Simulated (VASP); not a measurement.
C:

```xyz
2
Lattice="0.0000 1.7834 1.7834 1.7834 0.0000 1.7834 1.7834 1.7834 0.0000" Properties=species:S:1:pos:R:3 pbc="T T T"
C     0.0000    0.0000    0.0000
C     0.8917    0.8917    0.8917
```

This isn't the form of C at room conditions, which is graphite.

Base run:

```yaml
Program: VASP 6.6.1
Functional: PBE
Potentials_or_basis: VASP PAW PBE potentials, release 64 (C)
Cutoff: 520 eV
k_mesh: 11 × 11 × 11
Occupations: fermi-dirac, width 0.02 eV
Spin: no spin polarisation
```

Its results: band gap on the k mesh 4.13 eV, indirect (least direct gap 5.59 eV); pressure 2.5 GPa.

The run is repeated on the same cell with these changes: functional from PBE to LDA; potentials or basis from VASP PAW PBE potentials, release 64 (C) to VASP PAW LDA potentials, release 64 (C). What comes out?

Band gap on the k mesh 4.10 eV, indirect (least direct gap 5.54 eV); pressure -11.6 GPa.

Caveats: an odd mesh through Γ misses points on the zone boundary, where band edges often lie.

Not every run made on this cell is shown here.
